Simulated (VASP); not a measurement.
Runs of VASP 6.6.1 on SnGe7. Symmetry: Amm2, No. 38, orthorhombic system. Conventional cell: a = 4.089 Å, b = 8.191 Å, c = 11.596 Å, α = 90.00°, β = 90.00°, γ = 90.00°. Sn (site symmetry mm2) has 4 Ge at 2.58 to 2.60 Å as nearest neighbours. Ge (site symmetry m) is surrounded by 4 Ge at 2.44 to 2.51 Å. Around Ge (site symmetry mm2) lie 4 Ge at 2.47 to 2.51 Å. Ge (site symmetry mm2) is surrounded by 2 Ge at 2.44 Å and 2 Sn at 2.58 Å. Ge (site symmetry m) is surrounded by 3 Ge at 2.47 to 2.48 Å and 1 Sn at 2.60 Å. Ge (site symmetry mm2) has 4 Ge at 2.51 Å as nearest neighbours. The cell was built by a generator and needn't be a form met in nature.

```csv
task,level,spin,cell,k mesh,cutoff (eV),gap on the mesh (eV),pressure (GPa)
relaxation of cell and atoms,PBEsol,off,relaxed,6 × 6 × 6,600,(a),0.0
band structure,PBEsol,off,as given,6 × 6 × 6,520,-,0.0
band structure,TB-mBJ,off,as given,6 × 6 × 6,520,0.12,-
band structure,PBEsol,"SOC, no magnetisation",as given,4 × 4 × 4,520,-,-0.1
```

Alike in all rows: potentials or basis VASP PAW PBE potentials, release 64 (Sn_d, Ge_d); smearing gaussian 0.03 eV.

Problem. Estimate the missing entries.

Solution. (a) none.

Caveats: the PAW data sets were made with another functional, which shifts forces and pressure a little; spin-orbit coupling is left out, which moves the levels of the heavy elements (some runs).

A k mesh can miss the band edges, and rows without SOC leave out spin-orbit coupling on Ge, Sn.
